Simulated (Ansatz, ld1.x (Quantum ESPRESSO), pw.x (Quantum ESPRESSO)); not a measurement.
# cadmium (Cd): does the TM potential hold in the solid?

cadmium (Cd), norm-conserving Troullier–Martins (Kleinman–Bylander form), made with ld1.x (Quantum ESPRESSO) 7.5 (PBE, scalar-relativistic). Core [Kr], reference 4d10 5s2 5p0. Waves: 5p (bound, empty): rc 2.80 bohr; 4d (bound): rc 1.65 bohr; 5s (bound): rc 2.00 bohr. Local part: the s channel. Core correction: Bessel-smoothed model core, default radius (core density twice the valence density).

Atomic tests: cutoffs needed: 70 Ry and 110 Ry (the cutoffs (Ry, on a coarse ladder) from which the occupation-weighted sum of valence levels, in a spherical-Bessel basis at the reference potential, stays within 10 and 1 mRy of its value at 400 Ry); ghost test: no extra level below or beside the all-electron valence levels (p, d, s, f tested) (spherical-Bessel basis up to 400 Ry, 20 bohr box); largest excitation error: -233 meV (all-electron minus pseudo) for 4d9 5s0 5p0, out of 7 test configurations.

Crystal test: bcc Cd in pw.x 7.5, no spin, 13³ k-points, Fermi–Dirac smearing 0.01 Ry, cutoffs 135/540 Ry. The reference is all-electron LAPW (Ansatz 0.2.0) with the same functional, mesh and smearing; V0 and B0 come from Birch–Murnaghan fits to the pressures at five volumes. Errors are pseudo minus all-electron; Δ is the rms difference of the E(V) curves that follow from these fits, minima aligned, over ±6 % about the mean V0. Mesh and smearing are coarse, so the numbers serve the comparison and aren't converged zero-temperature values; the lattice is a test structure that the element need not adopt.

All-electron: a0 = 3.603 Å (V0 = 23.38 Å³/atom), B0 = 37.4 GPa.

Question: How far does the potential miss the all-electron equation of state?

Answer: mean pressure error (GPa): +0.99; a0 (Å): 3.634; a0 error (%): +0.86; B0 error (%): -4.3; Δ (meV/atom): 4.9. This is a poor potential for the solid.

| V (Å³/atom) | P all-electron (GPa) | P pseudo (GPa) |
| --- | --- | --- |
| 22.321 | 2.01 | 3.24 |
| 22.909 | 0.82 | 1.92 |
| 23.496 | -0.18 | 0.80 |
| 24.083 | -1.00 | -0.13 |
| 24.671 | -1.68 | -0.91 |

Question: At the middle volume, how do free energy and pressure move when the wave cutoff is lowered (ecutrho kept at four times it)?

Answer:

```csv
cutoff (Ry),shift of F (meV/atom),shift of P (GPa)
61,+457.7,-26.61
81,+14.5,+0.74
108,+4.1,-0.20
```

Input at the middle volume:

```
&control
  calculation='scf', prefix='x', pseudo_dir='./', outdir='./tmp', tstress=.true., disk_io='none'
/
&system
  ibrav=0, nat=1, ntyp=1, ecutwfc=135, ecutrho=540, nbnd=14,
  occupations='smearing', smearing='fd', degauss=0.01
/
&electrons
  conv_thr=1e-09, mixing_beta=0.4, electron_maxstep=70
/
ATOMIC_SPECIES
Cd 1.0 Cd.UPF
CELL_PARAMETERS angstrom
  -1.80431066 1.80431066 1.80431066
  1.80431066 -1.80431066 1.80431066
  1.80431066 1.80431066 -1.80431066
ATOMIC_POSITIONS crystal
Cd 0.0000 0.0000 0.0000
K_POINTS automatic
13 13 13 0 0 0
```

```bash
pw.x < Cd.scf.in > Cd.scf.out
```

Lines of the output:

```
Message from routine setup:
     using ibrav=0 with symmetry is DISCOURAGED, use correct ibrav instead
     lattice parameter (alat)  =       5.9057  a.u.
     unit-cell volume          =     158.5589 (a.u.)^3
     number of electrons       =        12.00
     number of Kohn-Sham states=           14
     kinetic-energy cutoff     =     135.0000  Ry
     charge density cutoff     =     540.0000  Ry
     scf convergence threshold =      1.0E-09
     Exchange-correlation= PBE
     number of k points=    84  Fermi-Dirac smearing, width (Ry)=  0.0100
     iteration #  1     ecut=   135.00 Ry     beta= 0.40
     total energy              =    -120.87139067 Ry
     estimated scf accuracy    <       0.01130569 Ry
     iteration #  2     ecut=   135.00 Ry     beta= 0.40
     total energy              =    -120.87263147 Ry
     estimated scf accuracy    <       0.00116577 Ry
     iteration #  3     ecut=   135.00 Ry     beta= 0.40
     total energy              =    -120.87274909 Ry
     estimated scf accuracy    <       0.00019742 Ry
     iteration #  4     ecut=   135.00 Ry     beta= 0.40
     total energy              =    -120.87275471 Ry
     estimated scf accuracy    <       0.00000126 Ry
     iteration #  5     ecut=   135.00 Ry     beta= 0.40
     total energy              =    -120.87275495 Ry
     estimated scf accuracy    <       0.00000010 Ry
     iteration #  6     ecut=   135.00 Ry     beta= 0.40
     total energy              =    -120.87275497 Ry
     estimated scf accuracy    <          4.4E-09 Ry
     iteration #  7     ecut=   135.00 Ry     beta= 0.40
     the Fermi energy is    10.4672 ev
!    total energy              =    -120.87275497 Ry
     estimated scf accuracy    <          7.2E-10 Ry
     smearing contrib. (-TS)   =      -0.00169787 Ry
     The total energy is F=E-TS. E is the sum of the following terms:
     one-electron contribution =     -19.98630741 Ry
     hartree contribution      =      21.76416309 Ry
     xc contribution           =     -45.80097282 Ry
     ewald contribution        =     -76.84793996 Ry
     convergence has been achieved in   7 iterations
          total   stress  (Ry/bohr**3)                   (kbar)     P=        7.99
     Message from routine punch:
     Nothing written, as per user request (disk_io='none')
```

The run at the middle volume (84 k-points, 7 iterations) took about 47 s on one core of a shared host (Neoverse-V2, 96 threads, 371 GiB, load 47).
